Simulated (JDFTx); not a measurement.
The system is MgO.

```
CELL_PARAMETERS angstrom
0.00000 2.09700 2.09700
2.09700 0.00000 2.09700
2.09700 2.09700 0.00000
ATOMIC_POSITIONS crystal
Mg 0.00000 0.00000 0.00000
O 0.50000 0.50000 0.50000
```

The cell is a database's computed one.

Program: JDFTx 1.7.0 (patched build). Alike in all runs: task single point; no spin polarisation; cell as given; k mesh 11 × 11 × 11; smearing fermi-dirac 0.05 eV.

**Question.** Order these runs on this cell by their pressure, lowest first.
A. level PBE; potentials or basis PseudoDojo-SR-PBE-0.5-standard with smoothed tails; cutoff (eV) 1143; local potential set to -Z/r beyond 6 bohr; pseudo rcut 6
B. level PBEsol; potentials or basis PseudoDojo-SR-PBEsol-0.4.1-standard with smoothed tails; cutoff (eV) 1143; local potential set to -Z/r beyond 6 bohr; pseudo rcut 6
C. level TASK; potentials or basis SG15-PBE-1.2; cutoff (eV) 1088
D. level LDA; potentials or basis PseudoDojo-SR-LDA-0.4.1-standard; cutoff (eV) 1143
E. level BLYP; potentials or basis PseudoDojo-SR-PBE-0.5-standard; cutoff (eV) 1143

**Answer.** D (-4.0 GPa), B (2.2 GPa), A (6.7 GPa), E (9.6 GPa), C (24.6 GPa).

Caveats: the potentials were made for another functional, which shifts forces and pressure (some runs); the cutoff is short for these files and lowers the pressure by up to 1 GPa (some runs); so large a pressure means that the cell lies far from this level's equilibrium, or that cutoff or potentials fall short (some runs).

Not every run made on this cell is shown here.
